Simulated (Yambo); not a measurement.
# PbSe (Clausthalite) (Fm-3m) in Yambo: further runs

One crystal, PbSe (Clausthalite), is run at these levels: PBE; tasks: energy-loss spectrum.

Everything below comes from runs of Yambo 5.3.0. Logs are shortened: lines on timing, memory, paths and dates and some standing lists are left out, and cuts for length are marked.

**The experiment to reproduce.**

A printed reference work, monograph reports, for a bulk crystal of PbSe: band gap 0.15 eV (direct) at 4.2 K; band gap 0.28 eV (direct) at 300 K.

How close the calculation comes is told below.

### 1 The structure

Symmetry: Fm-3m, No. 225, cubic system. Conventional cell: a = 6.121 Å, b = 6.121 Å, c = 6.121 Å, α = 90.00°, β = 90.00°, γ = 90.00°. Around Pb (site symmetry m-3m) lie 6 Se at 3.06 Å. Se (site symmetry m-3m) is surrounded by 6 Pb at 3.06 Å.

### 2 Energy-loss spectrum, PBE

Input file eels0.in:

```
optics
chi
Chimod= "HARTREE"
% BndsRnXd
 1 | 45 |
%
NGsBlkXd= 3 Ry
% LongDrXd
 1 | 1 | 1 |
%
% QpntsRXd
 2 | 2 |
%
% EnRngeXd
 0 | 50 | eV
%
% DmRngeXd
 0.3 | 0.3 | eV
%
ETStpsXd= 250
```

Input file scf.in:

```
&CONTROL
  calculation = 'scf'
  prefix = 'pwscf'
  outdir = './tmp'
  pseudo_dir = './pseudo'
/
&SYSTEM
  ibrav = 0
  nat = 2
  ntyp = 2
  ecutwfc = 86
  nbnd = 22
  occupations = 'smearing'
  smearing = 'fd'
  degauss = 0.00367493
  force_symmorphic = .true.
/
&ELECTRONS
  conv_thr = 4d-10
  electron_maxstep = 120
  mixing_beta = 0.5
/
ATOMIC_SPECIES
Pb   207.2000 Pb.upf
Se    78.9710 Se.upf
CELL_PARAMETERS angstrom
   0.0000000000    3.0606500000    3.0606500000
   3.0606500000    0.0000000000    3.0606500000
   3.0606500000    3.0606500000    0.0000000000
ATOMIC_POSITIONS crystal
Pb     0.0000000000    0.0000000000    0.0000000000
Se     0.5000000000    0.5000000000    0.5000000000
K_POINTS automatic
10 10 10 0 0 0
```

Input file nscf.in:

```
&CONTROL
  calculation = 'nscf'
  prefix = 'pwscf'
  outdir = './tmp'
  pseudo_dir = './pseudo'
/
&SYSTEM
  ibrav = 0
  nat = 2
  ntyp = 2
  ecutwfc = 86
  nbnd = 45
  occupations = 'fixed'
  force_symmorphic = .true.
/
&ELECTRONS
  conv_thr = 1d-08
  diago_full_acc = .true.
  diago_thr_init = 1d-06
/
ATOMIC_SPECIES
Pb   207.2000 Pb.upf
Se    78.9710 Se.upf
CELL_PARAMETERS angstrom
   0.0000000000    3.0606500000    3.0606500000
   3.0606500000    0.0000000000    3.0606500000
   3.0606500000    3.0606500000    0.0000000000
ATOMIC_POSITIONS crystal
Pb     0.0000000000    0.0000000000    0.0000000000
Se     0.5000000000    0.5000000000    0.5000000000
K_POINTS automatic
10 10 10 0 0 0
```

Potentials or basis: PseudoDojo 0.4.1 SR PBE standard.

The run is started by

```bash
> OMP_NUM_THREADS=1 pw.x -in scf.in > scf.out
> OMP_NUM_THREADS=1 pw.x -in nscf.in > nscf.out
> cd tmp/pwscf.save; p2y; mv SAVE ../..; cd ../..
> OMP_NUM_THREADS=1 yambo
> OMP_NUM_THREADS=1 yambo -F eels0.in -J eels0 -C eels0_out
```

Yambo's report:

```text
[... sections 02.01 to 02.04 as in the set-up run ...]

  [02.05] Energies & Occupations
  ==============================

  [X] === General ===
  [X] Electronic Temperature                        :  0.000000  0.000000 [eV K]
  [X] Bosonic    Temperature                        :  0.000000  0.000000 [eV K]
  [X] Finite Temperature mode                       : no
  [X] El. density                                   :  0.52318E+24 [cm-3]
  [X] Fermi Level                                   :  9.492833 [eV]

  [X] === Gaps and Widths ===
  [X] Conduction Band Min                           :  0.295943 [eV]
  [X] Valence Band Max                              :  0.000000 [eV]
  [X] Filled Bands                                  :  15
  [X] Empty Bands                                   :   16   45
  [X] Direct Gap                                    :  0.295943 [eV]
  [X] Direct Gap localized at k                     :   6
  [X] Indirect Gap                                  :  0.295943 [eV]
  [X] Indirect Gap between kpts                     :   6   6
  [X] Last valence band width                       :  3.228619 [eV]
  [X] 1st conduction band width                     :  4.417107 [eV]

 [03] Transferred momenta grid and indexing
 ==========================================

 IBZ Q-points                                      :   47
 BZ  Q-points                                      :  1000

 K/Q-points units:
 rlu = crystal or reduced units; cc = cartesian coordinates; iku = interal k-units

 Q [ 1]         [rlu]:  0.000000  0.000000  0.000000
 Q [ 2]         [rlu]: -0.12910E-17 -0.12910E-17  0.10000
 Q [ 3]         [rlu]: -0.47881E-17 -0.47881E-17  0.20000
 Q [ 4]         [rlu]: -0.44246E-17 -0.44246E-17  0.30000
 Q [ 5]         [rlu]: -0.29581E-17 -0.29581E-17  0.40000
 Q [ 6]         [rlu]:  0.10316E-16  0.10316E-16 -0.50000
 Q [ 7]         [rlu]: -0.37214E-17  0.10000      0.10000
 Q [ 8]         [rlu]: -0.22659E-16  0.10000      0.20000
 Q [ 9]         [rlu]: -0.31441E-16  0.10000      0.30000
 Q [10]         [rlu]: -0.44246E-17  0.10000      0.40000
 Q [11]         [rlu]: -0.11782E-16  0.10000      0.50000
 Q [12]         [rlu]:  0.10316E-16  0.10000     -0.40000
 Q [13]         [rlu]:  0.29581E-17  0.10000     -0.30000
 Q [14]         [rlu]:  0.44246E-17  0.10000     -0.20000
 Q [15]         [rlu]:  0.47881E-17  0.10000     -0.10000
[... 30 lines left out ...]
 Q [46]         [rlu]:  0.200000  0.400000 -0.300000
 Q [47]         [rlu]:  0.200000 -0.500000 -0.300000

 [04] Optics
 ===========

 [WF-X loader] Normalization (few states)  min/max  :  0.13374E-17   1.0000

 [X-CG] R(p) Tot o/o(of R):    44607   450000      100
```

Wall time 2.1 min (1 thread of AMD EPYC 9R45 (Zen 5), shared host); peak memory 0.8 GiB.

Results:

```
Band gap on the k mesh, mean-field level : 0.30 eV, direct
Peak of the energy-loss function         : 14.9 eV
```

Energy-loss function at q = [0.0, 0.0, 0.1] (reciprocal lattice):
```
energy (eV)   loss
        0.0  0.007
        2.2  0.024
        4.4  0.089
        6.4  0.289
        8.6  0.452
       10.8  0.688
       13.1  1.059
       15.3  1.731
       17.5  0.626
       19.5  0.781
       21.7  0.863
       23.9  0.700
       26.1  0.403
       28.3  0.450
       30.5  0.275
       32.5  0.262
       34.7  0.226
       36.9  0.179
       39.2  0.199
       41.4  0.197
       43.6  0.253
       45.6  0.236
       47.8  0.254
       50.0  0.546
```

Caveat: spin-orbit coupling is left out, which as a rule narrows the gap of such compounds by several tenths of an eV.

### 3 Energy-loss spectrum, PBE

Input file eels1.in:

```
optics
chi
Chimod= "HARTREE"
% BndsRnXd
 1 | 45 |
%
NGsBlkXd= 3 Ry
% LongDrXd
 1 | 1 | 1 |
%
% QpntsRXd
 3 | 3 |
%
% EnRngeXd
 0 | 50 | eV
%
% DmRngeXd
 0.3 | 0.3 | eV
%
ETStpsXd= 250
```

scf.in is that of step 2.

nscf.in is that of step 2.

Potentials or basis: PseudoDojo 0.4.1 SR PBE standard.

The run is started by

```bash
> OMP_NUM_THREADS=1 pw.x -in scf.in > scf.out
> OMP_NUM_THREADS=1 pw.x -in nscf.in > nscf.out
> cd tmp/pwscf.save; p2y; mv SAVE ../..; cd ../..
> OMP_NUM_THREADS=1 yambo
> OMP_NUM_THREADS=1 yambo -F eels1.in -J eels1 -C eels1_out
```

Yambo's report:

```text
[... sections 02.01 to 02.04 as in the set-up run ...]

  [02.05] Energies & Occupations
  ==============================

  [X] === General ===
  [X] Electronic Temperature                        :  0.000000  0.000000 [eV K]
  [X] Bosonic    Temperature                        :  0.000000  0.000000 [eV K]
  [X] Finite Temperature mode                       : no
  [X] El. density                                   :  0.52318E+24 [cm-3]
  [X] Fermi Level                                   :  9.492833 [eV]

  [X] === Gaps and Widths ===
  [X] Conduction Band Min                           :  0.295943 [eV]
  [X] Valence Band Max                              :  0.000000 [eV]
  [X] Filled Bands                                  :  15
  [X] Empty Bands                                   :   16   45
  [X] Direct Gap                                    :  0.295943 [eV]
  [X] Direct Gap localized at k                     :   6
  [X] Indirect Gap                                  :  0.295943 [eV]
  [X] Indirect Gap between kpts                     :   6   6
  [X] Last valence band width                       :  3.228619 [eV]
  [X] 1st conduction band width                     :  4.417107 [eV]

 [03] Transferred momenta grid and indexing
 ==========================================

 IBZ Q-points                                      :   47
 BZ  Q-points                                      :  1000

 K/Q-points units:
 rlu = crystal or reduced units; cc = cartesian coordinates; iku = interal k-units

 Q [ 1]         [rlu]:  0.000000  0.000000  0.000000
 Q [ 2]         [rlu]: -0.12910E-17 -0.12910E-17  0.10000
 Q [ 3]         [rlu]: -0.47881E-17 -0.47881E-17  0.20000
 Q [ 4]         [rlu]: -0.44246E-17 -0.44246E-17  0.30000
 Q [ 5]         [rlu]: -0.29581E-17 -0.29581E-17  0.40000
 Q [ 6]         [rlu]:  0.10316E-16  0.10316E-16 -0.50000
 Q [ 7]         [rlu]: -0.37214E-17  0.10000      0.10000
 Q [ 8]         [rlu]: -0.22659E-16  0.10000      0.20000
 Q [ 9]         [rlu]: -0.31441E-16  0.10000      0.30000
 Q [10]         [rlu]: -0.44246E-17  0.10000      0.40000
 Q [11]         [rlu]: -0.11782E-16  0.10000      0.50000
 Q [12]         [rlu]:  0.10316E-16  0.10000     -0.40000
 Q [13]         [rlu]:  0.29581E-17  0.10000     -0.30000
 Q [14]         [rlu]:  0.44246E-17  0.10000     -0.20000
 Q [15]         [rlu]:  0.47881E-17  0.10000     -0.10000
 Q [16]         [rlu]: -0.74429E-17  0.20000      0.20000
 Q [17]         [rlu]: -0.98845E-17  0.20000      0.30000
 Q [18]         [rlu]: -0.45318E-16  0.20000      0.40000
 Q [19]         [rlu]:  0.21125E-16  0.20000      0.50000
 Q [20]         [rlu]:  0.88492E-17  0.20000     -0.40000
 Q [21]         [rlu]:  0.10316E-16  0.20000     -0.30000
 Q [22]         [rlu]:  0.95762E-17  0.20000     -0.20000
 Q [23]         [rlu]: -0.11164E-16  0.30000      0.30000
 Q [24]         [rlu]: -0.12963E-16  0.30000      0.40000
 Q [25]         [rlu]: -0.19769E-16  0.30000      0.50000
 Q [26]         [rlu]:  0.11795E-16  0.30000     -0.40000
 Q [27]         [rlu]:  0.44371E-17  0.30000     -0.30000
 Q [28]         [rlu]: -0.14886E-16  0.40000      0.40000
 Q [29]         [rlu]: -0.14297E-16  0.40000      0.50000
 Q [30]         [rlu]: -0.16921E-16  0.40000      0.60000
 Q [31]         [rlu]:  0.18607E-16 -0.50000     -0.50000
 Q [32]         [rlu]:  0.100000  0.200000  0.300000
 Q [33]         [rlu]:  0.100000  0.200000  0.400000
 Q [34]         [rlu]:  0.100000  0.200000  0.500000
 Q [35]         [rlu]:  0.100000  0.200000 -0.400000
 Q [36]         [rlu]:  0.100000  0.300000  0.400000
 Q [37]         [rlu]:  0.100000  0.300000  0.500000
 Q [38]         [rlu]:  0.100000  0.300000  0.600000
 Q [39]         [rlu]:  0.100000  0.300000 -0.300000
 Q [40]         [rlu]:  0.100000  0.300000 -0.200000
 Q [41]         [rlu]:  0.100000  0.400000  0.500000
 Q [42]         [rlu]:  0.100000  0.400000  0.600000
 Q [43]         [rlu]:  0.100000  0.400000 -0.300000
 Q [44]         [rlu]:  0.100000 -0.500000 -0.400000
 Q [45]         [rlu]:  0.200000  0.400000  0.600000
 Q [46]         [rlu]:  0.200000  0.400000 -0.300000
 Q [47]         [rlu]:  0.200000 -0.500000 -0.300000

 [04] Optics
 ===========

 [WF-X loader] Normalization (few states)  min/max  :  0.13374E-17   1.0000

 [X-CG] R(p) Tot o/o(of R):    44653   450000      100
```

o-eels1.eel_q3_inv_rpa_dyson:

```text
# Electron Energy Loss @ Q(3):  0.100000000     0.100000000    -0.100000000    [iku]
#
# [ X ] Hartree size                              :   51
# [GEN] GF Energies                               : Perdew, Burke & Ernzerhof(X)+Perdew, Burke & Ernzerhof(C)
# [GEN] Green`s Function                          : T-ordered
#
#    E[1] [eV]          Im(eel)            Re(eel)            Im(eel_o)          Re(eel_o)
#
        0.000000           0.006841          -0.095990           0.006556          -0.085888
        0.200803           0.006902          -0.095692           0.006611          -0.085608
        0.401606           0.007093          -0.094788           0.006787          -0.084759
        0.602410           0.007457          -0.093255           0.007120          -0.083317
        0.803213           0.008099          -0.091066           0.007705          -0.081258
        1.004016           0.009222          -0.088322           0.008723          -0.078661
[... 242 lines left out ...]
        49.79920           0.430829          -0.381340           0.240740          -1.455291
        50.00000           0.576451          -0.260666           0.219197          -1.433340
#
```

Wall time 2.1 min (1 thread of AMD EPYC 9R45 (Zen 5), shared host); peak memory 0.8 GiB.

Results:

| Quantity | Value |
| --- | --- |
| Band gap on the k mesh, mean-field level | 0.30 eV, direct |
| Peak of the energy-loss function | 15.1 eV |

Energy-loss function at q = [0.0, 0.0, 0.2] (reciprocal lattice):
| energy (eV) | loss |
| --- | --- |
| 0.0 | 0.007 |
| 2.2 | 0.024 |
| 4.4 | 0.061 |
| 6.4 | 0.208 |
| 8.6 | 0.629 |
| 10.8 | 0.586 |
| 13.1 | 0.958 |
| 15.3 | 1.642 |
| 17.5 | 0.686 |
| 19.5 | 0.798 |
| 21.7 | 0.933 |
| 23.9 | 0.725 |
| 26.1 | 0.417 |
| 28.3 | 0.440 |
| 30.5 | 0.265 |
| 32.5 | 0.264 |
| 34.7 | 0.232 |
| 36.9 | 0.179 |
| 39.2 | 0.198 |
| 41.4 | 0.195 |
| 43.6 | 0.251 |
| 45.6 | 0.234 |
| 47.8 | 0.256 |
| 50.0 | 0.576 |

Caveat: spin-orbit coupling is left out, which as a rule narrows the gap of such compounds by several tenths of an eV.

### 4 Energy-loss spectrum, PBE

Input file eels2.in:

```
optics
chi
Chimod= "HARTREE"
% BndsRnXd
 1 | 45 |
%
NGsBlkXd= 3 Ry
% LongDrXd
 1 | 1 | 1 |
%
% QpntsRXd
 4 | 4 |
%
% EnRngeXd
 0 | 50 | eV
%
% DmRngeXd
 0.3 | 0.3 | eV
%
ETStpsXd= 250
```

scf.in is that of step 3.

nscf.in is that of step 3.

Potentials or basis: PseudoDojo 0.4.1 SR PBE standard.

The run is started by

```bash
> OMP_NUM_THREADS=1 pw.x -in scf.in > scf.out
> OMP_NUM_THREADS=1 pw.x -in nscf.in > nscf.out
> cd tmp/pwscf.save; p2y; mv SAVE ../..; cd ../..
> OMP_NUM_THREADS=1 yambo
> OMP_NUM_THREADS=1 yambo -F eels2.in -J eels2 -C eels2_out
```

Yambo's report:

```text
[... sections 02.01 to 02.04 as in the set-up run ...]

  [02.05] Energies & Occupations
  ==============================

  [X] === General ===
  [X] Electronic Temperature                        :  0.000000  0.000000 [eV K]
  [X] Bosonic    Temperature                        :  0.000000  0.000000 [eV K]
  [X] Finite Temperature mode                       : no
  [X] El. density                                   :  0.52318E+24 [cm-3]
  [X] Fermi Level                                   :  9.492833 [eV]

  [X] === Gaps and Widths ===
  [X] Conduction Band Min                           :  0.295943 [eV]
  [X] Valence Band Max                              :  0.000000 [eV]
  [X] Filled Bands                                  :  15
  [X] Empty Bands                                   :   16   45
  [X] Direct Gap                                    :  0.295943 [eV]
  [X] Direct Gap localized at k                     :   6
  [X] Indirect Gap                                  :  0.295943 [eV]
  [X] Indirect Gap between kpts                     :   6   6
  [X] Last valence band width                       :  3.228619 [eV]
  [X] 1st conduction band width                     :  4.417107 [eV]

 [03] Transferred momenta grid and indexing
 ==========================================

 IBZ Q-points                                      :   47
 BZ  Q-points                                      :  1000

 K/Q-points units:
 rlu = crystal or reduced units; cc = cartesian coordinates; iku = interal k-units

 Q [ 1]         [rlu]:  0.000000  0.000000  0.000000
 Q [ 2]         [rlu]: -0.12910E-17 -0.12910E-17  0.10000
 Q [ 3]         [rlu]: -0.47881E-17 -0.47881E-17  0.20000
 Q [ 4]         [rlu]: -0.44246E-17 -0.44246E-17  0.30000
 Q [ 5]         [rlu]: -0.29581E-17 -0.29581E-17  0.40000
 Q [ 6]         [rlu]:  0.10316E-16  0.10316E-16 -0.50000
 Q [ 7]         [rlu]: -0.37214E-17  0.10000      0.10000
 Q [ 8]         [rlu]: -0.22659E-16  0.10000      0.20000
 Q [ 9]         [rlu]: -0.31441E-16  0.10000      0.30000
 Q [10]         [rlu]: -0.44246E-17  0.10000      0.40000
 Q [11]         [rlu]: -0.11782E-16  0.10000      0.50000
 Q [12]         [rlu]:  0.10316E-16  0.10000     -0.40000
 Q [13]         [rlu]:  0.29581E-17  0.10000     -0.30000
 Q [14]         [rlu]:  0.44246E-17  0.10000     -0.20000
 Q [15]         [rlu]:  0.47881E-17  0.10000     -0.10000
[... 30 lines left out ...]
 Q [46]         [rlu]:  0.200000  0.400000 -0.300000
 Q [47]         [rlu]:  0.200000 -0.500000 -0.300000

 [04] Optics
 ===========

 [WF-X loader] Normalization (few states)  min/max  :  0.13374E-17   1.0000

 [X-CG] R(p) Tot o/o(of R):    44947   450000      100
```

o-eels2.eel_q4_inv_rpa_dyson:

```text
# Electron Energy Loss @ Q(4):  0.150000000     0.150000000    -0.150000000    [iku]
#
# [ X ] Hartree size                              :   51
# [GEN] GF Energies                               : Perdew, Burke & Ernzerhof(X)+Perdew, Burke & Ernzerhof(C)
# [GEN] Green`s Function                          : T-ordered
#
#    E[1] [eV]          Im(eel)            Re(eel)            Im(eel_o)          Re(eel_o)
#
        0.000000           0.007306          -0.141555           0.007193          -0.126233
        0.200803           0.007345          -0.141305           0.007230          -0.125990
        0.401606           0.007466          -0.140549           0.007347          -0.125254
        0.602410           0.007682          -0.139271           0.007555          -0.124011
        0.803213           0.008023          -0.137438           0.007882          -0.122228
        1.004016           0.008549          -0.135005           0.008387          -0.119862
[... 242 lines left out ...]
        49.79920           0.460465          -0.381668           0.232425          -1.446114
        50.00000           0.623578          -0.262876           0.211564          -1.424836
#
```

Run time: 2.1 min. Hardware: 1 thread of AMD EPYC 9R45 (Zen 5), shared host; peak memory 0.8 GiB.

Results:

```
Band gap on the k mesh, mean-field level : 0.30 eV, direct
Peak of the energy-loss function         : 15.3 eV
```

Energy-loss function at q = [0.0, 0.0, 0.3] (reciprocal lattice):
| energy (eV) | loss |
| --- | --- |
| 0.0 | 0.007 |
| 2.2 | 0.020 |
| 4.4 | 0.052 |
| 6.4 | 0.143 |
| 8.6 | 0.696 |
| 10.8 | 0.538 |
| 13.1 | 0.790 |
| 15.3 | 1.368 |
| 17.5 | 0.817 |
| 19.5 | 0.848 |
| 21.7 | 1.060 |
| 23.9 | 0.774 |
| 26.1 | 0.422 |
| 28.3 | 0.423 |
| 30.5 | 0.263 |
| 32.5 | 0.265 |
| 34.7 | 0.235 |
| 36.9 | 0.180 |
| 39.2 | 0.196 |
| 41.4 | 0.192 |
| 43.6 | 0.248 |
| 45.6 | 0.232 |
| 47.8 | 0.259 |
| 50.0 | 0.624 |

Caveat: spin-orbit coupling is left out, which as a rule narrows the gap of such compounds by several tenths of an eV.

(Continued in part 2 of 2.)
